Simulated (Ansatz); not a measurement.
**Pd: relaxation of cell and atoms with RPBE+D4**

Crystal: Pd.

```xyz
1
Lattice="-1.5723 1.5723 1.5723 1.5723 -1.5723 1.5723 1.5723 1.5723 -1.5723" Properties=species:S:1:pos:R:3 pbc="T T T"
Pd    0.0000    0.0000    0.0000
```

This isn't the form of Pd at room conditions, which is fcc.

* Program: Ansatz 0.2.0
* Task: relaxation of cell and atoms
* Functional: RPBE
* Dispersion: D4
* Potentials or basis: Ansatz PAW
* Cutoff: 420 eV (not typed: the program's choice for these potentials)
* k mesh: 12 × 12 × 12
* Occupations: fermi-dirac, width 0.05 eV
* Spin: no spin polarisation

* Relaxed volume: 15.04 Å³/atom
* Relaxed cell: a = 2.693 Å, b = 2.693 Å, c = 2.693 Å, α = 109.47°, β = 109.47°, γ = 109.47°
* Space group after relaxing (to 0.05 Å): Im-3m (No. 229)
* Energy gained by relaxing: 8.8 meV/atom
* Ionic steps: 5
* Pressure after relaxing: 0.0 GPa
* Band gap on the k mesh: none (metal or under the smearing width)

Step by step:
```
step  energy change (eV)  largest force (eV/Å)  volume (Å³)
   1              0.0000                0.0000        15.55
   2             -0.0040                0.0000        14.66
   3             -0.0090                0.0000        15.06
   4             -0.0091                0.0000        15.04
   5             -0.0088                0.0000        15.04
```

Final structure:
```
CELL_PARAMETERS angstrom
-1.55484 1.55484 1.55484
1.55484 -1.55484 1.55484
1.55484 1.55484 -1.55484
ATOMIC_POSITIONS crystal
Pd 0.00000 0.00000 0.00000
```

Levels at points of the mesh, in eV from the Fermi level:
```tsv
k point	band 7	band 8	band 9	band 10	band 11	band 12
(0.00, 0.00, 0.00)	-2.85	-2.85	-0.93	-0.93	19.18	19.18
(0.00, 0.00, -0.50)	-0.99	-0.70	0.60	1.49	7.85	15.07
(-0.50, -0.50, -0.50)	0.23	0.23	0.23	9.25	9.25	9.25
```

Wall time 3.1 s on 2 threads of Arm Neoverse V2 (shared host), peak memory 0.27 GiB.

Caveat: the plane-wave basis is chosen anew once the cell has moved, so the energies of steps on either side of that aren't comparable; pairwise dispersion overbinds metals, which lowers pressure and volume; the PAW data sets come from PBE, with cores solved anew for the run's functional, which leaves a small shift of forces and pressure.
